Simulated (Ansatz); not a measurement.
# Nickel, bcc under PBEsol: structure, energy and stiffness, part 2 of 2

The plan for nickel in the bcc structure: relax it, solve it on a dense k-mesh, then scale the cell to 7 volumes from 88 to 112 % of the relaxed one and try a fit of the equation of state. The start is ferromagnetic. The k-meshes are 16×16×16 for the relaxation; 26×26×26 for the dense run; 18×18×18 for the volumes.

Ansatz 0.2.0; DFT, PBEsol, plane waves (420 eV) with PAW, scalar-relativistic.

## 3. Dense single point

This is Ni in the bcc structure; at room conditions it is fcc.

Contents of input.yaml:

```yaml
crystal:
  lattice:
    - [-1.3778346498, 1.3778346498, 1.3778346498]
    - [1.3778346498, -1.3778346498, 1.3778346498]
    - [1.3778346498, 1.3778346498, -1.3778346498]
  atoms:
    - { symbol: Ni, position: [0.0, 0.0, 0.0], spin: 0.558 }
hamiltonian:
  xc: pbesol
  pseudopotentials:
    kind: paw
    azcp:
      Ni: "pseudopotentials/Ni.paw.azcp"
basis:
  ecutwfc: 420
  fft_grid_basis: typed
kpoints:
  mp_grid: { grid: [26, 26, 26], shift: [0, 0, 0] }
magnetization:
  spin_polarized: true
scf:
  occupations: { method: fermi_dirac, width: 0.05 }
output:
  write_density: true
  write_potential: true
  elf: true
  volumetric_format: npy
```

The log of the run, shortened:

```text
Warning: <dir> the record states the generating functional pbe (its physics header spells it `PBE`), which answers neither for hamiltonian.xc's functional nor for the pbesol family's — results may be inconsistent (PPs are generated against a specific XC)
Warning: RAYON_NUM_THREADS=2 ignored (pool sized by the plan → 2); use --threads N
[...]
Pseudopotentials: kind: paw
Pseudopotential: Ni, paw, valence charge 18, recommended cutoff 420 eV (normal), <dir>
Functional definition: PBEsol
[...]
Crystal: 1 atoms, lattice volume = 10.463 Å³
Basis set: ecut = 420 eV, 201 PW (Γ)
[...]
SCF converged after 11 iterations
Magnetization: 0.5368 μB (9.2684 up, 8.7316 down)
Absolute magnetization: 0.5913 μB (∫|ρ↑−ρ↓|, with the PAW one-centre terms)
Spin contamination: 0.0042 ħ² per cell (⟨S²⟩ above its minimum at these occupations)
Per-site moments (μB) at R_I (Å): [(0.5620862975874212, 0.9844228423765194)]
Free energy (F): -5804.873620 eV
[...]
E sigma→0 (E₀):  -5804.866846 eV
Entropy (-TS):   -0.013547 eV (-13.547 meV/atom)
Fermi energy:    18.756522 eV
[...]
--- Band table (eV; the first three rows and the last of 1022) ---
  k-point 0 ↑: bands = ["-84.3766", "-44.7584", "-44.7584", "-44.7584", "9.4544", "16.3651", "16.3651", "16.3651", "17.8684", "17.8684", "45.3361", "45.3361", "45.3361", "50.3110"]
[...]
```

Wall time 7.2 s (2 threads of an Arm CPU, shared host); peak memory 0.39 GiB.

The maps below are laid out on this run's own conventional cell (a, b, c = 2.756, 2.756, 2.756 Å).

Density in a lattice plane of the grid's cell (edges 2.76 and 2.76 Å, at 0.000 of the third edge), which holds Ni. It is the smooth density of the valence electrons, not physical close to the nuclei.

Ten even steps from ' ' (0.24 e/Å³) to '@' (60.53 e/Å³):
```
##**==::..                              ..::==**
++==--::..                              ..::--==
::::....                                  ....::
..                                              
                                                
                                                
                                                
                                                
                                                
                                                
                                                
                                                
                                                
                                                
                                                
..                                              
::::....                                  ....::
++==--::..                              ..::--==
##**==::..                              ..::==**
@@%%**--..                              ..--**%%
```
Columns run along the first of these edges and rows up along the second, over one cell in 24 and 20 even steps from the bottom left corner. Atoms in the plane (fractional): Ni at (0.00, 0.00).

Spin density (up less down) in a lattice plane of the grid's cell (edges 2.76 and 2.76 Å, at 0.000 of the third edge), which holds Ni.

Ten even steps from ' ' (-0.01 e/Å³) to '@' (2.36 e/Å³):
```
##**==::..                              ..::==**
====--....                              ....--==
........                                  ......
                                                
                                                
                                                
                                                
                                                
                                                
                                                
                                                
                                                
                                                
                                                
                                                
                                                
........                                  ......
====--....                              ....--==
##**==::..                              ..::==**
@@%%++--..                              ..--++%%
```
Columns run along the first of these edges and rows up along the second, over one cell in 24 and 20 even steps from the bottom left corner. Atoms in the plane (fractional): Ni at (0.00, 0.00).

## 4. At 88 % of the relaxed volume

Contents of input.yaml:

```yaml
crystal:
  lattice:
    - [-1.3203568602, 1.3203568602, 1.3203568602]
    - [1.3203568602, -1.3203568602, 1.3203568602]
    - [1.3203568602, 1.3203568602, -1.3203568602]
  atoms:
    - { symbol: Ni, position: [0.0, 0.0, 0.0], spin: 0.562 }
hamiltonian:
  xc: pbesol
  pseudopotentials:
    kind: paw
    azcp:
      Ni: "pseudopotentials/Ni.paw.azcp"
basis:
  ecutwfc: 420
  fft_grid_basis: typed
kpoints:
  mp_grid: { grid: [18, 18, 18], shift: [0, 0, 0] }
magnetization:
  spin_polarized: true
scf:
  occupations: { method: fermi_dirac, width: 0.05 }
  lower_state_search: "off"
output:
  stress: true
```

The log of the run, shortened:

```text
Warning: <dir> the record states the generating functional pbe (its physics header spells it `PBE`), which answers neither for hamiltonian.xc's functional nor for the pbesol family's — results may be inconsistent (PPs are generated against a specific XC)
Warning: RAYON_NUM_THREADS=2 ignored (pool sized by the plan → 2); use --threads N
[...]
[... 3 set-up lines as earlier in the session ...]
[...]
Crystal: 1 atoms, lattice volume = 9.207 Å³
Basis set: ecut = 420 eV, 177 PW (Γ)
Bands: 14, of which v1, the nominal top of the filled ones, is band 9 counted from 1 (8 counted from 0)
[... 1 set-up line as earlier in the session ...]
[...]
WARN: the starting moments were not kept: the SCF closed with an absolute magnetisation of 5.3e-6 μB, where they sum to 0.562 μB in size (1 site). That is at most 0.1 of that sum. Measured as dr2_m measures the in/out step, that magnetisation stands 7.7e-11 eV from none, at or under the [...]
SCF converged after 23 iterations
Magnetization: 0.0000 μB (9.0000 up, 9.0000 down)
Absolute magnetization: 0.0000 μB (∫|ρ↑−ρ↓|, with the PAW one-centre terms)
Spin contamination: 0.0000 ħ² per cell (⟨S²⟩ above its minimum at these occupations)
Per-site moments (μB) at R_I (Å): [(5.056981167480498e-6, 0.9433566309702633)]
Free energy (F): -5804.745742 eV
[...]
E sigma→0 (E₀):  -5804.739721 eV
Entropy (-TS):   -0.012041 eV (-12.041 meV/atom)
Fermi energy:    21.951365 eV
[...]
--- Stress (GPa, compression-positive) ---
       36.978338      -0.000000      -0.000000
       -0.000000      36.978338       0.000000
       -0.000000      -0.000000      36.978338
  P = ⅓ Tr σ = 36.9783 GPa (369.783 kbar)
```

Run time: 3.9 s. Hardware: 2 threads of an Arm CPU, shared host; peak memory 0.27 GiB.

## 5. At 92 % of the relaxed volume

input.yaml: that of step 4 with these lines changed.

```diff
@@ -2,5 +2,5 @@
   lattice:
-    - [-1.3203568602, 1.3203568602, 1.3203568602]
-    - [1.3203568602, -1.3203568602, 1.3203568602]
-    - [1.3203568602, 1.3203568602, -1.3203568602]
+    - [-1.3400665848, 1.3400665848, 1.3400665848]
+    - [1.3400665848, -1.3400665848, 1.3400665848]
+    - [1.3400665848, 1.3400665848, -1.3400665848]
   atoms:
```

The log of the run, shortened:

```text
Warning: <dir> the record states the generating functional pbe (its physics header spells it `PBE`), which answers neither for hamiltonian.xc's functional nor for the pbesol family's — results may be inconsistent (PPs are generated against a specific XC)
Warning: RAYON_NUM_THREADS=2 ignored (pool sized by the plan → 2); use --threads N
[...]
[... 3 set-up lines as earlier in the session ...]
[...]
Crystal: 1 atoms, lattice volume = 9.626 Å³
Basis set: ecut = 420 eV, 201 PW (Γ)
Bands: 14, of which v1, the nominal top of the filled ones, is band 9 counted from 1 (8 counted from 0)
[... 1 set-up line as earlier in the session ...]
[...]
WARN: the starting moments were not kept: the SCF closed with an absolute magnetisation of 6.5e-6 μB, where they sum to 0.562 μB in size (1 site). That is at most 0.1 of that sum. Measured as dr2_m measures the in/out step, that magnetisation stands 1.1e-10 eV from none, at or under the [...]
SCF converged after 24 iterations
Magnetization: 0.0000 μB (9.0000 up, 9.0000 down)
Absolute magnetization: 0.0000 μB (∫|ρ↑−ρ↓|, with the PAW one-centre terms)
Spin contamination: 0.0000 ħ² per cell (⟨S²⟩ above its minimum at these occupations)
Per-site moments (μB) at R_I (Å): [(6.297316374268464e-6, 0.9574386567895493)]
Free energy (F): -5804.820567 eV
[...]
E sigma→0 (E₀):  -5804.814052 eV
Entropy (-TS):   -0.013030 eV (-13.030 meV/atom)
Fermi energy:    20.771657 eV
[...]
--- Stress (GPa, compression-positive) ---
       20.949633      -0.000000       0.000000
        0.000000      20.949633       0.000000
        0.000000      -0.000000      20.949633
  P = ⅓ Tr σ = 20.9496 GPa (209.496 kbar)
```

Wall time 4.2 s (2 threads of an Arm CPU, shared host); peak memory 0.27 GiB.

## 6. At 96 % of the relaxed volume

input.yaml: that of step 5 with these lines changed.

```diff
@@ -2,5 +2,5 @@
   lattice:
-    - [-1.3400665848, 1.3400665848, 1.3400665848]
-    - [1.3400665848, -1.3400665848, 1.3400665848]
-    - [1.3400665848, 1.3400665848, -1.3400665848]
+    - [-1.3592129799, 1.3592129799, 1.3592129799]
+    - [1.3592129799, -1.3592129799, 1.3592129799]
+    - [1.3592129799, 1.3592129799, -1.3592129799]
   atoms:
@@ -25 +25,5 @@
   stress: true
+  write_density: true
+  write_potential: true
+  elf: true
+  volumetric_format: npy
```

The log of the run, shortened:

```text
Warning: <dir> the record states the generating functional pbe (its physics header spells it `PBE`), which answers neither for hamiltonian.xc's functional nor for the pbesol family's — results may be inconsistent (PPs are generated against a specific XC)
Warning: RAYON_NUM_THREADS=2 ignored (pool sized by the plan → 2); use --threads N
[...]
[... 3 set-up lines as earlier in the session ...]
[...]
Crystal: 1 atoms, lattice volume = 10.044 Å³
Basis set: ecut = 420 eV, 201 PW (Γ)
[...]
Per-site moments (μB) at R_I (Å): [(0.5233423380346817, 0.9711182000412318)]
Free energy (F): -5804.860040 eV
[...]
E sigma→0 (E₀):  -5804.852718 eV
Entropy (-TS):   -0.014645 eV (-14.645 meV/atom)
Fermi energy:    19.723320 eV
[...]
--- Stress (GPa, compression-positive) ---
       10.081107      -0.000000       0.000000
       -0.000000      10.081107       0.000000
        0.000000       0.000000      10.081107
  P = ⅓ Tr σ = 10.0811 GPa (100.811 kbar)
--- Band table (eV; the first three rows and the last of 390) ---
  k-point 0 ↑: bands = ["-83.4431", "-43.8025", "-43.8025", "-43.8025", "10.1459", "17.2568", "17.2568", "17.2568", "18.8374", "18.8374", "46.7257", "46.7257", "46.7257", "51.9762"]
[...]
```

Wall time 5.7 s (2 threads of an Arm CPU, shared host); peak memory 0.28 GiB.

## 7. At 100 % of the relaxed volume

input.yaml: that of step 6 with these lines changed.

```diff
@@ -2,5 +2,5 @@
   lattice:
-    - [-1.3592129799, 1.3592129799, 1.3592129799]
-    - [1.3592129799, -1.3592129799, 1.3592129799]
-    - [1.3592129799, 1.3592129799, -1.3592129799]
+    - [-1.3778346498, 1.3778346498, 1.3778346498]
+    - [1.3778346498, -1.3778346498, 1.3778346498]
+    - [1.3778346498, 1.3778346498, -1.3778346498]
   atoms:
@@ -25,5 +25 @@
   stress: true
-  write_density: true
-  write_potential: true
-  elf: true
-  volumetric_format: npy
```

The log of the run, shortened:

```text
Warning: <dir> the record states the generating functional pbe (its physics header spells it `PBE`), which answers neither for hamiltonian.xc's functional nor for the pbesol family's — results may be inconsistent (PPs are generated against a specific XC)
Warning: RAYON_NUM_THREADS=2 ignored (pool sized by the plan → 2); use --threads N
[...]
[... 3 set-up lines as earlier in the session ...]
[...]
Crystal: 1 atoms, lattice volume = 10.463 Å³
Basis set: ecut = 420 eV, 201 PW (Γ)
[...]
SCF converged after 19 iterations
Magnetization: 0.5457 μB (9.2729 up, 8.7271 down)
Absolute magnetization: 0.6009 μB (∫|ρ↑−ρ↓|, with the PAW one-centre terms)
Spin contamination: 0.0043 ħ² per cell (⟨S²⟩ above its minimum at these occupations)
Per-site moments (μB) at R_I (Å): [(0.5713490564266519, 0.9844228423765194)]
Free energy (F): -5804.872987 eV
[...]
E sigma→0 (E₀):  -5804.865809 eV
Entropy (-TS):   -0.014356 eV (-14.356 meV/atom)
Fermi energy:    18.754459 eV
[...]
--- Stress (GPa, compression-positive) ---
        0.171828      -0.000000       0.000000
        0.000000       0.171828      -0.000000
       -0.000000      -0.000000       0.171828
  P = ⅓ Tr σ = 0.1718 GPa (1.718 kbar)
```

It took 3.7 s on 2 threads of an Arm CPU, shared host; peak memory 0.28 GiB.

## 8. At 104 % of the relaxed volume

input.yaml: that of step 7 with these lines changed.

```diff
@@ -2,5 +2,5 @@
   lattice:
-    - [-1.3778346498, 1.3778346498, 1.3778346498]
-    - [1.3778346498, -1.3778346498, 1.3778346498]
-    - [1.3778346498, 1.3778346498, -1.3778346498]
+    - [-1.3959661324, 1.3959661324, 1.3959661324]
+    - [1.3959661324, -1.3959661324, 1.3959661324]
+    - [1.3959661324, 1.3959661324, -1.3959661324]
   atoms:
```

The log of the run, shortened:

```text
Warning: <dir> the record states the generating functional pbe (its physics header spells it `PBE`), which answers neither for hamiltonian.xc's functional nor for the pbesol family's — results may be inconsistent (PPs are generated against a specific XC)
Warning: RAYON_NUM_THREADS=2 ignored (pool sized by the plan → 2); use --threads N
[...]
[... 3 set-up lines as earlier in the session ...]
[...]
Crystal: 1 atoms, lattice volume = 10.881 Å³
Basis set: ecut = 420 eV, 201 PW (Γ)
[...]
SCF converged after 15 iterations
Magnetization: 0.5661 μB (9.2831 up, 8.7169 down)
Absolute magnetization: 0.6276 μB (∫|ρ↑−ρ↓|, with the PAW one-centre terms)
Spin contamination: 0.0048 ħ² per cell (⟨S²⟩ above its minimum at these occupations)
Per-site moments (μB) at R_I (Å): [(0.5944873993232518, 0.9973772601219166)]
Free energy (F): -5804.862637 eV
[...]
E sigma→0 (E₀):  -5804.855317 eV
Entropy (-TS):   -0.014638 eV (-14.638 meV/atom)
Fermi energy:    17.856676 eV
[...]
--- Stress (GPa, compression-positive) ---
       -7.788175       0.000000       0.000000
        0.000000      -7.788175      -0.000000
        0.000000      -0.000000      -7.788175
  P = ⅓ Tr σ = -7.7882 GPa (-77.882 kbar)
```

It took 3.3 s on 2 threads of an Arm CPU, shared host; peak memory 0.28 GiB.

## 9. At 108 % of the relaxed volume

input.yaml: that of step 8 with these lines changed.

```diff
@@ -2,5 +2,5 @@
   lattice:
-    - [-1.3959661324, 1.3959661324, 1.3959661324]
-    - [1.3959661324, -1.3959661324, 1.3959661324]
-    - [1.3959661324, 1.3959661324, -1.3959661324]
+    - [-1.4136384658, 1.4136384658, 1.4136384658]
+    - [1.4136384658, -1.4136384658, 1.4136384658]
+    - [1.4136384658, 1.4136384658, -1.4136384658]
   atoms:
@@ -25 +25,5 @@
   stress: true
+  write_density: true
+  write_potential: true
+  elf: true
+  volumetric_format: npy
```

The log of the run, shortened:

```text
Warning: <dir> the record states the generating functional pbe (its physics header spells it `PBE`), which answers neither for hamiltonian.xc's functional nor for the pbesol family's — results may be inconsistent (PPs are generated against a specific XC)
Warning: RAYON_NUM_THREADS=2 ignored (pool sized by the plan → 2); use --threads N
[...]
[... 3 set-up lines as earlier in the session ...]
[...]
Crystal: 1 atoms, lattice volume = 11.300 Å³
Basis set: ecut = 420 eV, 225 PW (Γ)
[...]
Per-site moments (μB) at R_I (Å): [(0.6116413595138667, 1.010003629098469)]
Free energy (F): -5804.833720 eV
[...]
E sigma→0 (E₀):  -5804.826115 eV
Entropy (-TS):   -0.015208 eV (-15.208 meV/atom)
Fermi energy:    17.024755 eV
[...]
--- Stress (GPa, compression-positive) ---
      -14.101188      -0.000000      -0.000000
        0.000000     -14.101188       0.000000
        0.000000       0.000000     -14.101188
  P = ⅓ Tr σ = -14.1012 GPa (-141.012 kbar)
--- Band table (eV; the first three rows and the last of 390) ---
  k-point 0 ↑: bands = ["-86.0287", "-46.4457", "-46.4457", "-46.4457", "8.2410", "14.7896", "14.7896", "14.7896", "16.1438", "16.1438", "42.8207", "42.8207", "42.8207", "47.3075"]
[...]
```

Wall time 3.6 s (2 threads of an Arm CPU, shared host); peak memory 0.29 GiB.

## 10. At 112 % of the relaxed volume

input.yaml: that of step 9 with these lines changed.

```diff
@@ -2,5 +2,5 @@
   lattice:
-    - [-1.4136384658, 1.4136384658, 1.4136384658]
-    - [1.4136384658, -1.4136384658, 1.4136384658]
-    - [1.4136384658, 1.4136384658, -1.4136384658]
+    - [-1.4308796585, 1.4308796585, 1.4308796585]
+    - [1.4308796585, -1.4308796585, 1.4308796585]
+    - [1.4308796585, 1.4308796585, -1.4308796585]
   atoms:
@@ -25,5 +25 @@
   stress: true
-  write_density: true
-  write_potential: true
-  elf: true
-  volumetric_format: npy
```

The log of the run, shortened:

```text
Warning: <dir> the record states the generating functional pbe (its physics header spells it `PBE`), which answers neither for hamiltonian.xc's functional nor for the pbesol family's — results may be inconsistent (PPs are generated against a specific XC)
Warning: RAYON_NUM_THREADS=2 ignored (pool sized by the plan → 2); use --threads N
[...]
[... 3 set-up lines as earlier in the session ...]
[...]
Crystal: 1 atoms, lattice volume = 11.718 Å³
Basis set: ecut = 420 eV, 225 PW (Γ)
[...]
SCF converged after 12 iterations
Magnetization: 0.5939 μB (9.2970 up, 8.7030 down)
Absolute magnetization: 0.6658 μB (∫|ρ↑−ρ↓|, with the PAW one-centre terms)
Spin contamination: 0.0059 ħ² per cell (⟨S²⟩ above its minimum at these occupations)
Per-site moments (μB) at R_I (Å): [(0.6267561962155394, 1.022321960566007)]
Free energy (F): -5804.790118 eV
[...]
E sigma→0 (E₀):  -5804.782158 eV
Entropy (-TS):   -0.015921 eV (-15.921 meV/atom)
Fermi energy:    16.252527 eV
[...]
--- Stress (GPa, compression-positive) ---
      -19.079453      -0.000000       0.000000
       -0.000000     -19.079453       0.000000
        0.000000      -0.000000     -19.079453
  P = ⅓ Tr σ = -19.0795 GPa (-190.795 kbar)
```

It took 2.6 s on 2 threads of an Arm CPU, shared host; peak memory 0.28 GiB.

## 11. The equation of state

The cell was scaled evenly, with its shape and the fractional positions fixed.

```csv
V (Å³/atom),E − lowest (meV/atom),P from the stress (GPa),largest moment (μB)
9.207,126.1,36.98,0.00
9.626,51.8,20.95,0.00
10.044,13.1,10.08,0.52
10.463,0.0,0.17,0.57
10.881,10.5,-7.79,0.59
11.300,39.7,-14.10,0.61
11.718,83.7,-19.08,0.63
```

No single fit is made: the magnetic state changes along the curve.

## 12. What came out

This closing draws on all 2 parts.

| quantity | value |
| --- | --- |
| space group (spins left aside) | Im-3m (No. 229) |
| conventional cell | a = 2.756 Å |
| volume | 10.463 Å³/atom |
| shortest distance | 2.386 Å |
| gap on the mesh | none (levels filled in part) |
| magnetic state | ferromagnetic, up to 0.56 μB per atom |
| relative to fcc, ferromagnetic | +106 meV/atom |

**Reading.** The relaxation shrank the cell by 4.4 % in volume. Against the reference form of nickel (fcc, ferromagnetic, computed apart with the same settings) it stands 106 meV/atom higher. It ends ferromagnetic, with up to 0.56 μB per atom. Levels at the Fermi energy are filled in part, as in a metal. The symmetry was held, so the structure may be unstable against distortions that break it.
